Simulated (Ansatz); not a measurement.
ScAl:

```
Sc Al
1.0
     3.37035    0.00000    0.00000
     0.00000    3.37035    0.00000
     0.00000    0.00000    3.37035
Sc Al
1 1
Direct
  0.50000 0.50000 0.50000
  0.00000 0.00000 0.00000
```

The cell comes from a database or a generator and needn't be the stable form of this composition.

| Property | Result |
| --- | --- |
| Program | Ansatz 0.2.0 |
| Task | relaxation of cell and atoms |
| Functional | LDA |
| Potentials or basis | Ansatz PAW |
| Cutoff | 420 eV (not typed: the program's choice for these potentials) |
| k mesh | 8 × 8 × 8 |
| Occupations | fermi-dirac, width 0.05 eV |
| Spin | no spin polarisation |

At the start: volume 19.14 Å³/atom.

Question: How do energy, volume and symmetry change on relaxing?

Answer: It ends after 5 steps and the volume is 18.10 Å³/atom (-5.4 %); space group Pm-3m (No. 221, to 0.05 Å).

The path:
```tsv
step	energy change (eV)	largest force (eV/Å)	volume (Å³)
1	0.0000	0.0000	38.28
2	-0.0139	0.0000	34.75
3	-0.0303	0.0000	36.32
4	-0.0304	0.0000	36.20
5	-0.0301	0.0000	36.20
```

Final structure:
```yaml
crystal:
  lattice:
    - [3.30817, 0.00000, 0.00000]
    - [0.00000, 3.30817, 0.00000]
    - [0.00000, 0.00000, 3.30817]
  atoms:
    - { symbol: Sc, position: [0.50000, 0.50000, 0.50000] }
    - { symbol: Al, position: [0.00000, 0.00000, 0.00000] }
```

Caveat: the plane-wave basis is chosen anew once the cell has moved, so the energies of steps on either side of that aren't comparable; the PAW data sets come from PBE, with cores solved anew for the run's functional, which leaves a small shift of forces and pressure.
